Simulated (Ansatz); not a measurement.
# TaN: the cost of one run

Computed with Ansatz 0.2.0 (DFT, PBE, plane-wave PAW, default files, scalar-relativistic, as far as a step names no other, unless a step's input says otherwise).

## Step 1: Starting point

The structure is hexagonal, space group P6_3/mmc (No. 194). The conventional cell has a = 3.048 Å, b = 3.048 Å, c = 4.918 Å, α = 90.00°, β = 90.00°, γ = 120.00°. Around Ta (site symmetry -3m) lie 6 N at 2.15 Å and 2 Ta at 2.46 Å. N (site symmetry -6m2) has 6 Ta at 2.15 Å as nearest neighbours.

Coordinates:

```cif
data_structure
_symmetry_space_group_name_H-M 'P 1'
_symmetry_Int_Tables_number 1
_cell_length_a 3.0480
_cell_length_b 3.0480
_cell_length_c 4.9180
_cell_angle_alpha 90.000
_cell_angle_beta 90.000
_cell_angle_gamma 120.000
_cell_volume 39.57
loop_
_atom_site_label
_atom_site_type_symbol
_atom_site_fract_x
_atom_site_fract_y
_atom_site_fract_z
_atom_site_occupancy
Ta1 Ta 0.00000 0.00000 0.00000 1
Ta2 Ta 0.00000 0.00000 0.50000 1
N1 N 0.33333 0.66667 0.25000 1
N2 N 0.66667 0.33333 0.75000 1
```

The earlier run gave: no gap over 0.1 eV on the mesh, largest force 0.000 eV/Å, pressure 59.4 GPa.

Like atoms gathered into sites:

| site | atoms | first shell | V_zz (10²¹ V/m²) | η | C_Q (MHz) |
| --- | --- | --- | --- | --- | --- |
| Ta | 1, 2 | 6 N at 2.15 Å | -19.00 | 0.00 | -1456 (¹⁸¹Ta) |
| N | 3, 4 | 6 Ta at 2.15 Å | 0.62 | 0.00 | 0.307 (¹⁴N) |

Conventions: |V_zz| ≥ |V_yy| ≥ |V_xx|, η = (V_xx − V_yy)/V_zz, C_Q = eQV_zz/h. Q values from Pyykkö, Mol. Phys. 116, 1328 (2018).

## Step 2: Ions relaxed at fixed cell

The input, input.yaml:

```yaml
crystal:
  lattice:
    - [3.0480019786, 0.0, 0.0]
    - [-1.5240009893, 2.6396471442, 0.0]
    - [0.0, 0.0, 4.918]
  atoms:
    - { symbol: Ta, position: [0.0, 0.0, 0.0], spin: 2.0 }
    - { symbol: Ta, position: [0.0, 0.0, 0.5], spin: 2.0 }
    - { symbol: "N", position: [0.3333333333, 0.6666666667, 0.25] }
    - { symbol: "N", position: [0.6666666667, 0.3333333333, 0.75] }
magnetization:
  spin_polarized: true
kpoints:
  mp_grid: { grid: [18, 18, 10] }
scf:
  occupations: { method: fermi_dirac, width: 0.05 }
hamiltonian:
  xc: pbe
  pseudopotentials: { kind: paw }
output:
  forces: true
  stress: true
  populations: true
  efg:
    quadrupole_moments_barn: { Ta: 3.17, "N": 0.02044 }
    contact_densities: true
  write_density: true
  write_potential: true
  elf: true
  volumetric_format: npy
relax:
  f_tol: 0.02
  max_steps: 60
```

On the command line:

```bash
> ansatz run input.yaml --threads 1 --pin off --max-ram 3072MiB --backend cpu --events-out ev --progress --plain --runs-dir out
```

What time and memory should one allow on 1 thread of AMD EPYC 9R14 (Zen 4), shared host?

About 22 s, with a peak of 0.71 GiB.
